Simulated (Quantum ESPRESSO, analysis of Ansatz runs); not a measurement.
# A hop of O in Al2O3 (R-3c), charge 0 (Quantum ESPRESSO), part 3 of 3

Wanted: path and barrier of a jump of O in Al2O3 (R-3c) at charge 0. The case: V_O hop (2.6 Å), in a cell of 80 host atoms with 1 O taken out.

Quantum ESPRESSO 7.5; Quantum ESPRESSO plane-wave DFT, PBEsol, GBRV 1.5 PBEsol potentials; nudged elastic band between two relaxed defect structures.

So far: Set-up; Relaxation of the start point, charge 0; Relaxation of the end point, charge 0.

## Step 4: Nudged elastic band, charge 0

3 movable images are laid between the ends by interpolation. Each image feels the true force across the path and a spring force along it. The highest image is set to climb to the top of the path.

This step: Quantum ESPRESSO plane-wave DFT, PBEsol, GBRV 1.5 PBEsol potentials; nudged elastic band between two relaxed defect structures.

The input, neb.in:

```
BEGIN
BEGIN_PATH_INPUT
&PATH
  restart_mode = 'from_scratch'
  string_method = 'neb'
  nstep_path = 45
  ds = 1.5
  opt_scheme = 'broyden'
  num_of_images = 5
  k_max = 0.3
  k_min = 0.2
  CI_scheme = 'auto'
  path_thr = 0.06
/
END_PATH_INPUT
BEGIN_ENGINE_INPUT
&CONTROL
  prefix = 'pwscf'
  outdir = './tmp'
  pseudo_dir = './pseudo'
  disk_io = 'low'
/
&SYSTEM
  ibrav = 0
  nat = 79
  ntyp = 2
  ecutwfc = 36
  ecutrho = 288
  nbnd = 193
  occupations = 'fixed'
  nosym = .true.
/
&ELECTRONS
  conv_thr = 8d-08
  electron_maxstep = 100
  mixing_beta = 0.5
/
ATOMIC_SPECIES
Al    26.9815 al_pbesol_v1.uspp.F.UPF
O     15.9990 o_pbesol_v1.2.uspp.F.UPF
CELL_PARAMETERS angstrom
   4.7750098535    2.7568532772    8.6755440955
  -4.7750098535    2.7568532772    8.6755440955
   0.0000000000   -5.5137065544    8.6755440955
BEGIN_POSITIONS
FIRST_IMAGE
ATOMIC_POSITIONS crystal
Al     0.3236575605    0.3249810221    0.3247020045
Al     0.4358124251    0.4200027069    0.4279660972
Al     0.0735596939    0.0741348181    0.0741871393
Al     0.1733312446    0.1780063397    0.1771680444
O      0.2213391087    0.0284696167    0.3752551073
O      0.4714629764    0.1254939626    0.2782608846
O      0.0262110378    0.3754900383    0.2232624467
O      0.3744317948    0.2222528716    0.0279985442
O      0.1245027008    0.2774094821    0.4731425159
O      0.2775703996    0.4719234906    0.1255310918
Al     0.3233688355    0.3246097408    0.8242375730
Al     0.4253330750    0.4262493580    0.9269642713
Al     0.0739744584    0.0738355392    0.5741270931
Al     0.1750961763    0.1762675277    0.6766551592
O      0.2219355396    0.0283303042    0.8749856062
O      0.4726769332    0.1264559710    0.7759811831
O      0.0278417590    0.3751384354    0.7221991240
O      0.3757631459    0.2212384529    0.5278810323
O      0.1246061903    0.2783174576    0.9722022321
O      0.2787668840    0.4713338750    0.6250999748
Al     0.3234026557    0.8244382673    0.3240466972
Al     0.4257710785    0.9263840572    0.4262392000
Al     0.0731251948    0.5734458203    0.0748640070
Al     0.1760270103    0.6755316984    0.1769695434
O      0.2230084096    0.5271935672    0.3748337084
O      0.4720422240    0.6252686384    0.2780107445
O      0.0275748072    0.8750807872    0.2222166668
O      0.3747670724    0.7220918075    0.0280985350
O      0.1246818286    0.7783624180    0.4720150755
O      0.2772887122    0.9727544464    0.1250356077
Al     0.3233525201    0.8237349007    0.8244284344
Al     0.4255819356    0.9259135763    0.9265707305
Al     0.0758283376    0.5731844940    0.5724808507
Al     0.1757439335    0.6762948784    0.6760304325
O      0.2217737456    0.5283034351    0.8751127417
O      0.4717289472    0.6247592782    0.7784276129
O      0.0270994284    0.8754467306    0.7220394543
O      0.3745796365    0.7223005334    0.5284122619
O      0.1246464917    0.7780876462    0.9723170548
O      0.2776740577    0.9717353399    0.6255709895
Al     0.8128162148    0.3223654915    0.3307570484
Al     0.9255086756    0.4255414050    0.4254556783
Al     0.5730666093    0.0742309909    0.0746767385
Al     0.6758463817    0.1761888126    0.1761631675
O      0.7212190129    0.0295388566    0.3755021164
O      0.9703599428    0.1252668530    0.2791160772
O      0.5287276589    0.3746060132    0.2216656121
O      0.8747423908    0.2220625127    0.0281538920
O      0.7769264952    0.4724797743    0.1253191119
Al     0.8234603002    0.3243377730    0.8239645108
Al     0.9258263144    0.4263104617    0.9262538396
Al     0.5731181752    0.0725907014    0.5750345837
Al     0.6760855604    0.1750681731    0.6783031139
O      0.7215207731    0.0277362276    0.8760651151
O      0.9713091539    0.1249395255    0.7787686258
O      0.5279844864    0.3748779461    0.7208452806
O      0.8732975229    0.2224550766    0.5292210949
O      0.6245591569    0.2782208822    0.9718269333
O      0.7777459965    0.4721752656    0.6249457600
Al     0.8238799093    0.8233848141    0.3242334366
Al     0.9258044430    0.9262511469    0.4259114177
Al     0.5734547658    0.5739650209    0.0743990658
Al     0.6757475678    0.6760751041    0.1764480065
O      0.7201422764    0.5285167537    0.3760769920
O      0.9713625403    0.6248645138    0.2785512533
O      0.5277416624    0.8752690268    0.2223060981
O      0.8744994733    0.7221428077    0.0285710555
O      0.6246477897    0.7785423835    0.4724305427
O      0.7776179759    0.9721339195    0.1257006299
Al     0.8237691733    0.8238631745    0.8244716730
Al     0.9259585999    0.9259581664    0.9268102935
Al     0.5734433692    0.5741363033    0.5743885876
Al     0.6762131628    0.6758309525    0.6762933460
O      0.7215382647    0.5281837289    0.8752323359
O      0.9718293641    0.6254045852    0.7777576740
O      0.5278380468    0.8747202031    0.7225256093
O      0.8748417788    0.7224539121    0.5282664590
O      0.6246463164    0.7787798588    0.9717316360
O      0.7764876135    0.9744716205    0.6241697053
INTERMEDIATE_IMAGE
ATOMIC_POSITIONS crystal
Al     0.3237075582    0.3246997829    0.3244856307
Al     0.4328429758    0.4218339320    0.4274918201
[... 77 atom lines left out ...]
INTERMEDIATE_IMAGE
ATOMIC_POSITIONS crystal
Al     0.3240280235    0.3244956055    0.3242904128
Al     0.4306274201    0.4232115801    0.4271313340
[... 77 atom lines left out ...]
INTERMEDIATE_IMAGE
ATOMIC_POSITIONS crystal
Al     0.3241555745    0.3242839833    0.3241010858
Al     0.4282729691    0.4246714211    0.4267405414
[... 77 atom lines left out ...]
LAST_IMAGE
ATOMIC_POSITIONS crystal
Al     0.3242087974    0.3240397017    0.3237960872
Al     0.4253445319    0.4264643037    0.4262864267
[... 4 atom lines left out ...]
O      0.0266935332    0.3738188865    0.2246540607
[... 8 atom lines left out ...]
O      0.4731513758    0.1246442182    0.7773559641
[... 24 atom lines left out ...]
Al     0.8233199182    0.3250932368    0.3222702531
Al     0.9262476008    0.4279809248    0.4252685122
[... 3 atom lines left out ...]
O      0.9713483790    0.1253736285    0.2795650126
[... 5 atom lines left out ...]
Al     0.5739672960    0.0746098496    0.5751110195
Al     0.6864816470    0.1778365336    0.6698861396
[... 2 atom lines left out ...]
O      0.5290726633    0.3749292695    0.7214062091
O      0.6260138665    0.2778843592    0.4712994866
[... 6 atom lines left out ...]
O      0.7228993620    0.5257132703    0.3764337323
[... 14 atom lines left out ...]
O      0.7792754207    0.9715101080    0.6245215314
END_POSITIONS
K_POINTS gamma
END_ENGINE_INPUT
END
```

Started as:

```bash
OMP_NUM_THREADS=1 mpirun -n 8 neb.x -ni 2 -inp neb.in > neb.out
```

The program printed:

```text
[shortened: banners, details of potentials and solvers, and blank lines are left out]
[banner, memory and clock lines left out]
     path-images division:  nimage    =       2
     initial path length           =  5.0870 bohr
     initial inter-image distance  =  1.2718 bohr
     string_method                 =    neb
     restart_mode                  =    from_scratch
     opt_scheme                    =    broyden
     num_of_images                 =    5
     nstep_path                    =    45
     CI_scheme                     =    auto
     first_last_opt                =    F
     use_freezing                  =    F
     ds                            =    1.5000 a.u.
     k_max                         =    0.3000 a.u.
     k_min                         =    0.2000 a.u.
     path_thr                      =    0.0600 eV / A
     ------------------------------ iteration   1 ------------------------------
     activation energy (->) =   5.431345 eV
     activation energy (<-) =   5.431679 eV
     image        energy (eV)        error (eV/A)        frozen
         1     -23655.4752820            0.029970            T
         2     -23652.6929066            3.525267            F
         3     -23650.0439372            2.594345            F
         4     -23652.6947433            3.526918            F
         5     -23655.4756165            0.025241            T
     climbing image =  3
     path length          =  5.087 bohr
     inter-image distance =  1.272 bohr
     ------------------------------ iteration   2 ------------------------------
     activation energy (->) =   4.924805 eV
     activation energy (<-) =   4.925139 eV
     image        energy (eV)        error (eV/A)        frozen
         1     -23655.4752820            0.029970            T
         2     -23652.9028359            1.415532            F
         3     -23650.5504774            0.836895            F
         4     -23652.9031506            1.430936            F
         5     -23655.4756165            0.025241            T
     climbing image =  3
     path length          =  5.260 bohr
[...]
------------------------------ iteration   3 ------------------------------
     activation energy (->) =   4.744468 eV
     activation energy (<-) =   4.744802 eV
     image        energy (eV)        error (eV/A)        frozen
         1     -23655.4752820            0.029970            T
         2     -23652.9244842            1.936961            F
         3     -23650.7308144            0.809400            F
         4     -23652.9241942            1.947637            F
         5     -23655.4756165            0.025241            T
     climbing image =  3
     path length          =  5.307 bohr
[...]
------------------------------ iteration   4 ------------------------------
     activation energy (->) =   4.631260 eV
     activation energy (<-) =   4.631594 eV
     image        energy (eV)        error (eV/A)        frozen
         1     -23655.4752820            0.029970            T
         2     -23652.9181407            1.990819            F
         3     -23650.8440224            0.278925            F
         4     -23652.9178820            1.975222            F
         5     -23655.4756165            0.025241            T
     climbing image =  3
     path length          =  5.494 bohr
[...]
------------------------------ iteration   5 ------------------------------
     activation energy (->) =   4.608945 eV
     activation energy (<-) =   4.609280 eV
     image        energy (eV)        error (eV/A)        frozen
         1     -23655.4752820            0.029970            T
         2     -23653.0189500            0.818353            F
         3     -23650.8663369            0.235336            F
         4     -23653.0186622            0.762370            F
         5     -23655.4756165            0.025241            T
     climbing image =  3
     path length          =  5.521 bohr
[...]
------------------------------ iteration   6 ------------------------------
     activation energy (->) =   4.601288 eV
     activation energy (<-) =   4.601622 eV
     image        energy (eV)        error (eV/A)        frozen
         1     -23655.4752820            0.029970            T
         2     -23653.0539095            0.243111            F
         3     -23650.8739944            0.117307            F
         4     -23653.0546343            0.182518            F
         5     -23655.4756165            0.025241            T
     climbing image =  3
     path length          =  5.512 bohr
[...]
------------------------------ iteration   7 ------------------------------
     activation energy (->) =   4.588489 eV
     activation energy (<-) =   4.588824 eV
     image        energy (eV)        error (eV/A)        frozen
         1     -23655.4752820            0.029970            T
         2     -23653.0675340            0.097429            F
         3     -23650.8867925            0.220593            F
         4     -23653.0708467            0.098630            F
         5     -23655.4756165            0.025241            T
     climbing image =  3
     path length          =  5.546 bohr
[...]
------------------------------ iteration   8 ------------------------------
     activation energy (->) =   4.584820 eV
     activation energy (<-) =   4.585155 eV
     image        energy (eV)        error (eV/A)        frozen
         1     -23655.4752820            0.029970            T
         2     -23653.0743832            0.119707            F
         3     -23650.8904618            0.507429            F
         4     -23653.0780364            0.183000            F
         5     -23655.4756165            0.025241            T
     climbing image =  3
     path length          =  5.568 bohr
[...]
------------------------------ iteration   9 ------------------------------
     activation energy (->) =   4.588917 eV
     activation energy (<-) =   4.589251 eV
     image        energy (eV)        error (eV/A)        frozen
         1     -23655.4752820            0.029970            T
         2     -23653.0785554            0.258333            F
         3     -23650.8863651            1.008712            F
         4     -23653.0798914            0.349223            F
         5     -23655.4756165            0.025241            T
     climbing image =  3
     path length          =  5.582 bohr
[...]
------------------------------ iteration  10 ------------------------------
     activation energy (->) =   4.582558 eV
     activation energy (<-) =   4.582893 eV
     image        energy (eV)        error (eV/A)        frozen
         1     -23655.4752820            0.029970            T
         2     -23653.0822303            0.192206            F
         3     -23650.8927235            0.648341            F
         4     -23653.0832508            0.196771            F
         5     -23655.4756165            0.025241            T
     climbing image =  3
     path length          =  5.593 bohr
[...]
------------------------------ iteration  11 ------------------------------
     activation energy (->) =   4.578277 eV
     activation energy (<-) =   4.578612 eV
     image        energy (eV)        error (eV/A)        frozen
         1     -23655.4752820            0.029970            T
         2     -23653.0856479            0.030932            F
         3     -23650.8970047            0.021744            F
         4     -23653.0849737            0.029575            F
         5     -23655.4756165            0.025241            T
     climbing image =  3
     path length          =  5.597 bohr
     inter-image distance =  1.399 bohr
     neb: convergence achieved in  11 iterations
```

It took 9.1 min on 8 MPI ranks of Arm Neoverse V1, shared host; peak memory 1.9 GiB.

The path, image by image:

```
image  path (Å)  energy (eV)       O57: x, y, z (Å)
    0     0.000       0.0000   3.108, 0.103, 14.098
    1     0.814       2.3896   2.740, 0.052, 13.527
    2     1.481       4.5783  2.386, -0.002, 13.014
    3     2.147       2.3903  2.032, -0.056, 12.501
    4     2.962      -0.0003  1.662, -0.107, 11.931
```

This step gave:

```yaml
barrier_forward: 4.578 eV
barrier_backward: 4.579 eV
end_less_start: -3.34e-4 eV
hop_length: 2.613 Å
```

The band met its tolerance of 0.06 eV/Å after 11 iterations, with image 2 on top (the start counts as 0). O57, which moves farthest between the ends, has 4 Al at 1.85 to 1.98 Å nearest at the start and 2 Al at 1.66 Å at the top.

## Step 5: Summary of results

```json
{
 "barrier forward": "4.58 eV",
 "barrier backward": "4.58 eV",
 "end less start": "0.00 eV",
 "hop length": "2.61 Å",
 "band iterations, as the log counts them": "11"
}
```

The top of the band lies 4.58 eV above the start and 4.58 eV above the end, which are alike in energy and neighbours. With an assumed prefactor of 1e13 per second it gives one hop a second along this one path at about 1770 K; whether such hops link up through the crystal wasn't checked. At the top O57 stands 1.66 Å from its nearest Al, 0.19 Å closer than at the start. The order of the top as a saddle was not checked for all atoms, so a bent path could be lower. What this leaves open: sampling at the zone centre alone can move energies of charged and open-shell states by tenths of an eV or more in cells of this size. The cutoff of 36 Ry is under the 40 Ry advised for these potentials.

[Logs are printed without paths, hosts, clocks, repeated set-up lines and the standing remarks that a program may print on its own settings, such as how far it seeks lower states.]

[Hosts, paths, dates, database ids (printed as entryN), source tags and the programs' standing remarks are cut or masked in the printed files.]
